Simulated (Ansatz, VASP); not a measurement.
PbSe: VASP beside Ansatz

Contents of INCAR:

```
PREC     = Accurate       # precision mode
ENCUT    = 520            # plane-wave cutoff, eV
EDIFF    = 1E-6           # SCF threshold, eV
ISMEAR   = 0              # smearing method
SIGMA    = 0.05           # smearing width, eV
LREAL    = False          # projectors in reciprocal space
LASPH    = True           # aspherical terms in the spheres
NELM     = 100            # most SCF steps
ALGO     = Normal         # electronic algorithm
ISIF     = 2              # what is computed and relaxed
LWAVE    = False          # write WAVECAR
LCHARG   = False          # write CHGCAR
GGA      = PS             # functional
IVDW     = 12             # dispersion correction
NBANDS   = 17             # bands
```

Contents of KPOINTS:

```
Automatic mesh
0
Gamma
  6 6 6
```

File POSCAR:

```
PbSe
1.0
    0.0000000000      3.0482514855      3.0482514855
    3.0482514855      0.0000000000      3.0482514855
    3.0482514855      3.0482514855      0.0000000000
Pb Se
1 1
Direct
    0.5000000000      0.5000000000      0.5000000000
    0.0000000000      0.0000000000      0.0000000000
```

Input for Ansatz:

```yaml
crystal:
  lattice:
    - [0.0, 3.0482514855, 3.0482514855]
    - [3.0482514855, 0.0, 3.0482514855]
    - [3.0482514855, 3.0482514855, 0.0]
  atoms:
    - { symbol: Pb, position: [0.5, 0.5, 0.5] }
    - { symbol: Se, position: [0.0, 0.0, 0.0] }
basis:
  ecutwfc: 420
  ecutrho_ratio: 4
kpoints:
  mp_grid: { grid: [6, 6, 6] }
hamiltonian:
  xc: pbesol
  dispersion: d3bj
scf:
  occupations: { method: gaussian, width: 0.05 }
output:
  forces: true
  stress: true
  eigenvalues: true
```

Alike in both runs: task single point; functional PBEsol; dispersion D3(BJ); k mesh 6 × 6 × 6; occupations gaussian, width 0.05 eV; no spin polarisation.

|  | VASP | Ansatz |
| --- | --- | --- |
| version | VASP 6.6.1 | Ansatz 0.2.0 |
| potentials or method | VASP PAW PBE potentials, release 64 (Pb_d, Se) | scalar-relativistic, plane waves, PAW |
| plane-wave cutoff (eV) | 520 | 420 |
| valence electrons in the cell | 20 | 30 |

```csv
,VASP,Ansatz,Ansatz less VASP
gap on the k mesh at the Fermi level (eV),0.16,0.16,-0.004
least direct gap on the mesh (eV),0.16,0.16,-0.004
pressure (GPa),-2.0,-2.0,+0.01
dispersion energy (meV/atom),-362.4,-362.5,-0.11
```

The two sets of potentials don't hold the same shells in valence.

Caveats: the PAW data sets were made with another functional, which shifts forces and pressure a little (VASP); spin-orbit coupling is left out, which as a rule narrows the gap of such compounds by several tenths of an eV.
